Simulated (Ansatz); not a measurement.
# Si3N4: the cost of one run

Computed with Ansatz 0.2.0 (DFT PBE, scalar-relativistic, plane waves, PAW, unless a step's input says otherwise).

### Step 1. Starting point

Symmetry: P-6m2, No. 187, hexagonal system. Conventional cell: a = 5.511 Å, b = 5.511 Å, c = 2.700 Å, α = 90.00°, β = 90.00°, γ = 120.00°. Si (site symmetry mm2) is surrounded by 6 N at 2.09 Å. Around N (site symmetry mm2) lie 4 Si at 2.09 Å. N (site symmetry -6m2) has 6 Si at 2.09 Å as nearest neighbours.

Structure file:

```cif
data_structure
_symmetry_space_group_name_H-M 'P 1'
_symmetry_Int_Tables_number 1
_cell_length_a 5.5111
_cell_length_b 5.5111
_cell_length_c 2.7005
_cell_angle_alpha 90.000
_cell_angle_beta 90.000
_cell_angle_gamma 120.000
_cell_volume 71.03
loop_
_atom_site_label
_atom_site_type_symbol
_atom_site_fract_x
_atom_site_fract_y
_atom_site_fract_z
_atom_site_occupancy
Si1 Si 0.83333 0.16667 0.00000 1
Si2 Si 0.83333 0.66667 0.00000 1
Si3 Si 0.33333 0.16667 0.00000 1
N1 N 0.00000 0.50000 0.50000 1
N2 N 0.00000 0.00000 0.50000 1
N3 N 0.50000 0.50000 0.50000 1
N4 N 0.50000 0.00000 0.50000 1
```

A structure generator made this guess: ordered vacancies on the cation sites of tungsten carbide (P-6m2, No. 187). Its size is a rough estimate.

### Step 2. A first look at the guess

File input.yaml:

```yaml
crystal:
  lattice:
    - [5.51114714, 0.0, 0.0]
    - [-2.75557357, 4.77279343, 0.0]
    - [0.0, 0.0, 2.7004621]
  atoms:
    - { symbol: Si, position: [0.83333333, 0.16666667, 0.0] }
    - { symbol: Si, position: [0.83333333, 0.66666667, 0.0] }
    - { symbol: Si, position: [0.33333333, 0.16666667, 0.0] }
    - { symbol: "N", position: [0.0, 0.5, 0.5] }
    - { symbol: "N", position: [0.0, 0.0, 0.5] }
    - { symbol: "N", position: [0.5, 0.5, 0.5] }
    - { symbol: "N", position: [0.5, 0.0, 0.5] }
basis:
  ecutwfc: 420
kpoints:
  mp_grid: { grid: [6, 6, 6] }
hamiltonian:
  xc: pbe
scf:
  occupations: { method: gaussian, width: 0.1 }
  lower_state_search: "off"
output:
  forces: true
  stress: true
  eigenvalues: true
```

On the command line:

```
$ ansatz run input.yaml --threads 1 --pin off --max-ram 2048MiB --backend cpu --events-out ev --progress --plain --runs-dir out
```

Q: Estimate wall time and peak memory on 1 thread of Intel Xeon Platinum 8259CL at 2.50GHz (Skylake/Cascade Lake), shared host.

About 4.8 s, with a peak of 0.43 GiB.
